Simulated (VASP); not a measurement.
# From VASP inputs to Ansatz: PbSe (distorted rocksalt)

INCAR

```
PREC = Accurate
ISMEAR = -1
NSW = 0
LWAVE = .FALSE.
ENCUT = 520
ISIF = 2
LASPH = .TRUE.
GGA = PS
EDIFF = 1E-7
NELM = 120
LREAL = .FALSE.
NBANDS = 17
IBRION = -1
SIGMA = 0.02
LCHARG = .FALSE.
```

KPOINTS

```
KPOINTS created by Atomic Simulation Environment
0
Gamma
6 6 6
0 0 0
```

POSCAR

```
Pb Se
 1.0000000000000000
    -0.0654000000000000    3.0386000000000002    2.9455000000000000
     2.9704999999999999   -0.0374000000000000    2.9174000000000002
     3.0644999999999998    3.1044999999999998   -0.1314000000000000
 Pb  Se
   1   1
Cartesian
  2.9090305499999998  0.2185219200000000  2.8045687100000003
  2.8309154699999999  2.8322457800000000  2.8294070800000002
```

VASP ran with the recommended PBE PAW datasets (20 valence electrons in the cell).

Task: Translate these files to an Ansatz input.

Result: 

```yaml
crystal:
  lattice:
    - [-0.0654, 3.0386, 2.9455]
    - [2.9705, -0.0374, 2.9174]
    - [3.0645, 3.1045, -0.1314]
  atoms:
    - { symbol: Pb, position: [0.0335, 0.9297, 0.0488] }
    - { symbol: Se, position: [0.4822, 0.5031, 0.4464] }
kpoints:
  mp_grid: { grid: [6, 6, 6] }
hamiltonian:
  xc: pbesol
scf:
  occupations: { method: fermi_dirac, width: 0.02 }
  n_extra_bands: 4
output:
  forces: true
  stress: true
  eigenvalues: true
```

Other inputs would serve too.

|  | VASP | Ansatz |
| --- | --- | --- |
| gap between bands v and c on the k mesh | 0.95 eV | 0.95 eV |
| least direct gap on the k mesh | 1.22 eV | 1.21 eV |
| pressure | 4.0 GPa | 3.9 GPa |
| largest force | 1.36 eV/Å | 1.34 eV/Å |

The two codes use different PAW datasets and cutoffs. VASP's cell holds 20 valence electrons and Ansatz's 30. Ansatz's stress includes a Pulay correction; VASP's doesn't.
